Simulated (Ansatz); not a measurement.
BeO:
```cif
data_Be4O4
_chemical_formula_sum 'Be4 O4'
_space_group_name_H-M_alt 'P63mc'
_space_group_IT_number 186
_space_group_name_Hall 'P 6c -2c'
_cell_length_a 2.66138
_cell_length_b 2.66138
_cell_length_c 8.67049
_cell_angle_alpha 90.000
_cell_angle_beta 90.000
_cell_angle_gamma 120.000
loop_
_atom_site_label
_atom_site_type_symbol
_atom_site_symmetry_multiplicity
_atom_site_Wyckoff_symbol
_atom_site_fract_x
_atom_site_fract_y
_atom_site_fract_z
_atom_site_occupancy
Be1 Be 2 a 0.00000 0.00000 0.00076 1
Be2 Be 2 b 0.33333 0.66667 0.25017 1
O1 O 2 a 0.00000 0.00000 0.31243 1
O2 O 2 b 0.33333 0.66667 0.06227 1
```

This is the LDA-relaxed structure.

Task: All from plane-wave PAW LDA (Ansatz code), unless another level is named. Estimate the formation energy from the elements (no fitted shifts).

Result: -2.94 eV/atom.

Task: Predict the weight of the valence-edge state by species (Voronoi cells).

Result: O 89 %, Be 11 %.

Task: Predict the conduction-band minimum.

Result: at M (3 equivalent valleys).

Task: Next, the weight of the conduction-edge state by species (Voronoi cells)?

Result: Be 63 %, O 37 %.

Space group P6_3mc. A made-up cell: these elements were put on the sites of a structure type. Its sites differ from those of the usual phase in this space group: another stacking or structure type. Symmetry was held in the LDA relaxation; phonons on a q-mesh show no instability. The references are the lowest solids computed at this level, not always the standard phases (solids in place of the gases).

Potentials: the later of the program's two PAW sets.
